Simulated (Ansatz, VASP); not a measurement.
**Ru: VASP beside Ansatz**

```xyz
1
Lattice="0.0333 1.9932 1.9932 1.9932 0.0333 1.9932 1.9932 1.9932 0.0333" Properties=species:S:1:pos:R:3 pbc="T T T"
Ru    0.0000    0.0000    0.0000
```

Change from the starting cell: equal engineering shear yz, xz and xy +0.0175, equal normal strain along x, y and z +0.0375.

Alike in both runs: task single point; functional PBE; k mesh 20 × 20 × 20; occupations gaussian, width 0.15 eV; no spin polarisation.

|  | VASP | Ansatz |
| --- | --- | --- |
| version | VASP 6.6.1 | Ansatz 0.2.0 |
| potentials or method | VASP PAW PBE potentials, release 64 (Ru_pv) | scalar-relativistic, plane waves, PAW |
| plane-wave cutoff (eV) | 520 | 420 |
| valence electrons in the cell | 14 | 16 |

|  | VASP | Ansatz | Ansatz less VASP |
| --- | --- | --- | --- |
| gap on the k mesh at the Fermi level (eV) | none | none | - |
| pressure (GPa) | -25.6 | -25.4 | +0.19 |
| largest component of the traceless stress (GPa) | 2.71 | 2.72 | +0.005 |

A gap of «none» marks a metal or a gap that the smearing closes. With one functional, cell and mesh, what is left measures potentials, basis and numerics. The two sets of potentials don't hold the same shells in valence.

Caveats: so large a pressure means that the cell lies far from this level's equilibrium, or that cutoff or potentials fall short (VASP).
